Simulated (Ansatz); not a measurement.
**KCl (Sylvite) in Ansatz: the effect of functional**

The system is KCl (Sylvite).

```xyz
2
Lattice="0.0000 3.1254 3.1254 3.1254 0.0000 3.1254 3.1254 3.1254 0.0000" Properties=species:S:1:pos:R:3 pbc="T T T"
K     0.0000    0.0000    0.0000
Cl    3.1254    3.1254    3.1254
```

The cell isn't the ideal one: volume scaled by 0.98.

Alike in all runs:

* Program: Ansatz 0.2.0
* Task: single point
* Potentials or basis: Ansatz PAW
* k mesh: 7 × 7 × 7
* Occupations: fermi-dirac, width 0.05 eV
* Spin: no spin polarisation

Task: One run gave: gap on the mesh 5.09 eV; pressure -0.1 GPa. Which functional did it use?
A. r2SCAN
B. PBEsol
C. LDA

Result: B.

| functional | cutoff | gap on the mesh (eV) | pressure (GPa) |
| --- | --- | --- | --- |
| LDA | 420 eV (not typed: the program's choice for these potentials) | 4.81 | -1.7 |
| PBEsol | 420 eV (not typed: the program's choice for these potentials) | 5.09 | -0.1 |
| r2SCAN | 500 eV (not typed: the program's choice for these potentials) | 5.90 | 0.4 |

Caveats: odd divisions of the mesh miss points on the zone boundary, where band edges often lie, so the gap on the mesh can be too wide; the PAW data sets come from PBE, with cores solved anew for the run's functional, which leaves a small shift of forces and pressure.

A k mesh can miss the band edges.
